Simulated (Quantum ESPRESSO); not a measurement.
C in Quantum ESPRESSO: the effect of functional

C:

```xyz
2
Lattice="0.0000 1.7834 1.7834 1.7834 0.0000 1.7834 1.7834 1.7834 0.0000" Properties=species:S:1:pos:R:3 pbc="T T T"
C     2.6751    2.6751    2.6751
C     1.7834    1.7834    1.7834
```

This isn't the form of C at room conditions, which is graphite.

Alike in all runs:

* Program: Quantum ESPRESSO 7.5
* Task: dielectric tensor
* Cutoff: 1116 eV
* Density cutoff: 4463 eV
* k mesh: 14 × 14 × 14, shifted
* Occupations: fermi-dirac, width 0.05 eV
* Spin: no spin polarisation

```tsv
functional	potentials or basis	pressure (GPa)	dielectric constant (mean)
LDA	PseudoDojo 0.4.1 SR LDA standard	-11.2	5.74
PBEsol	PseudoDojo 0.4.1 SR PBEsol standard	-3.3	5.81
WC	PseudoDojo 0.4.1 SR PBE standard	-2.4	5.81
BLYP	PseudoDojo 0.4.1 SR PBE standard	16.2	5.69
AM05	PseudoDojo 0.4.1 SR PBE standard	?	?
```

Q: What does the run with functional AM05 give?

A: Pressure -5.5 GPa; dielectric constant 5.82 mean.

Caveats: the cell is more than 3 GPa from zero pressure, which shifts response properties (some runs); the potentials were made for another functional, which shifts forces and pressure (some runs).

Runs at the PBE level aren't shown here.
